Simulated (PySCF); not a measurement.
# Nuclear quadrupole coupling in propanoic acid

Compound: propanoic acid, C₃H₆O₂.
Structure used (PBE0-D3(BJ)/def2-SVP), in Å, numbered top down from 1:
```xyz
11
C3H6O2 angstrom
C     -1.4573    0.1929    0.3223
C     -0.1594   -0.5781    0.1997
C      1.0422    0.3122    0.0355
O      1.0257    1.5147    0.0130
O      2.1752   -0.3954   -0.0860
H     -2.3075   -0.4909    0.4563
H     -1.4268    0.8811    1.1791
H     -1.6403    0.8019   -0.5746
H     -0.1697   -1.2735   -0.6565
H      0.0271   -1.2161    1.0802
H      2.8909    0.2511   -0.1841
```

Field gradients from the PBE0/pcSseg-1 density (PySCF, non-relativistic), principal values in atomic units, ordered |Vxx| ≤ |Vyy| ≤ |Vzz|:

| atom | Vxx | Vyy | Vzz |
| --- | --- | --- | --- |
| O4 | 0.6482 | 0.9445 | -1.5928 |
| O5 | -0.3495 | -1.2259 | 1.5754 |

Task: Find the asymmetry η = (Vxx − Vyy)/Vzz and the couplings χ = eQV/h (234.96 MHz × Q in barn × V in au), with Q(17O) = −0.0256 b.

Result: 
| atom | environment | nucleus | η | χzz (MHz) | χxx (MHz) | χyy (MHz) |
| --- | --- | --- | --- | --- | --- | --- |
| O4 | acid carbonyl oxygen | 17O | 0.19 | 9.58 | -3.90 | -5.68 |
| O5 | acid hydroxyl oxygen | 17O | 0.56 | -9.48 | 2.10 | 7.37 |

The tensor is traceless: Vxx + Vyy + Vzz = 0.

Task: What is Vzz at O5 in SI units (1 au = 9.71736 × 10²¹ V/m²)?

Result: 1.5754 au = 15.309 × 10²¹ V/m².

Task: And the gradient at the other heavy atoms, for which no coupling is worked out here?

Result: 
```
atom                    environment  Vzz (au)     η
  C1                  methyl carbon     0.088  0.18
  C2  sp3 carbon next to a carbonyl     0.081  0.02
  C3         carboxylic acid carbon     0.433  0.98
```

Task: What couplings would deuterons (Q(2H) = 0.00286 b) have in place of the hydrogens, at this geometry?

Result: 
```
atom  bonded to  bond length (Å)  Vzz (au)     η  χzz (kHz)
  H6         C1            1.099    0.2944  0.03        198
  H7         C1            1.099    0.2919  0.04        196
  H8         C1            1.099    0.2919  0.04        196
  H9         C2            1.103    0.2830  0.04        190
 H10         C2            1.103    0.2828  0.04        190
 H11         O5            0.969    0.4349  0.10        292
```

The structure is a single PBE0-D3(BJ)/def2-SVP conformer in the gas phase; no vibrational or solvent corrections. The basis is small and wasn't made for field gradients, so the couplings can be 20 % off.
